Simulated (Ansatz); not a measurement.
In: pressure and energy above lowest point against volume per atom

All results are calculated (Ansatz 0.2.0 development build). Equation of state of a cubic crystal from periodic Kohn-Sham density functional theory without spin; pressure corrected for the finite basis.

Cell of the first row (space group Im-3m, No. 229):
```
cell vectors (Å)
  -1.8687     1.8687     1.8687
   1.8687    -1.8687     1.8687
   1.8687     1.8687    -1.8687
atoms (fractions of the cell vectors)
In  0.00000  0.00000  0.00000
```

Settings of every row: formula In; structure type bcc; functional PBE; spin treatment none; k mesh 14x14x14; occupation method fermi-dirac; occupation width 0.061225619 eV; wave cutoff 420 eV; datasets soft-1 PAW; density cutoff ratio 4.

Limits: a cubic model structure, not a phase known at ambient conditions; modest k-mesh, values are not fully converged in k.

| row | volume per atom (Å³) | pressure (GPa) | energy above lowest point (meV/atom) |
| --- | --- | --- | --- |
| 1 | 26.101 | 2.422 | 11.77 |
| 2 | 26.656 | 1.509 | 5 |
| 3 | 27.211 | 0.704 | 1.19 |
| 4 | 27.767 | -0.005 | 0 |
| 5 | 28.322 | ? | ? |
| 6 | 28.877 | -1.183 | 4.28 |
| 7 | 29.432 | -1.672 | 9.25 |

Question: what pressure and energy above lowest point should row 5 give?

Worked fit of pressure. Take u = (V_r/V)^(2/3) − 1 with V_r = 27.489 Å³ an atom, which is twice the finite (Eulerian) strain; such expansions in the strain, on which the Birch-Murnaghan equation of state is built, carry the rest volume and the bulk modulus. The shown rows have u = 0.03515, 0.02073, 0.0068, -0.00669, -0.03231, -0.04451. Least squares give pressure = 0.3385 + 52.592 × u + 179.82 × u² + 294 × u³ GPa; a parabola predicts inner rows, each left out in turn, worse (root mean square 0.0057 against 0.00073 GPa). The rows lie off it by 0.000, 0.000, -0.001, 0.000, 0.000, 0.000. The pressure vanishes at u = -0.0066, or V = 27.76 Å³ an atom, and there the bulk modulus at fixed shape and fractions is B = −V dP/dV = (2/3)(1 + u) dP/du = 33.3 GPa. The withheld row has u = -0.01971, so the fit gives 0.3385 + 52.592 × (-0.01971) + 179.82 × (-0.01971)² + 294 × (-0.01971)³ = -0.630 GPa.

The calculation gave -0.63 GPa. The fit meets it to the printed digit.

Worked fit of energy above lowest point. Take u = (V_r/V)^(2/3) − 1 with V_r = 27.489 Å³ an atom, which is twice the finite (Eulerian) strain; such expansions in the strain, on which the Birch-Murnaghan equation of state is built, carry the rest volume and the bulk modulus. The shown rows have u = 0.03515, 0.02073, 0.0068, -0.00669, -0.03231, -0.04451. Least squares give energy above lowest point = 0.286 + 87.61 × u + 6665.3 × u² + 3883 × u³ meV/atom; a parabola predicts inner rows, each left out in turn, worse (root mean square 0.074 against 0.005 meV/atom). All shown rows lie on it to the printed digit. Its lowest point lies at u = -0.0066, or V = 27.76 Å³ an atom, and the curvature there gives the bulk modulus at fixed shape and fractions, B = (4/9)(1 + u)² E″(u)/V = 33.3 GPa. The withheld row has u = -0.01971, so the fit gives 0.286 + 87.61 × (-0.01971) + 6665.3 × (-0.01971)² + 3883 × (-0.01971)³ = 1.12 meV/atom.

The calculation gave 1.12 meV/atom. The fit meets it to the printed digit.
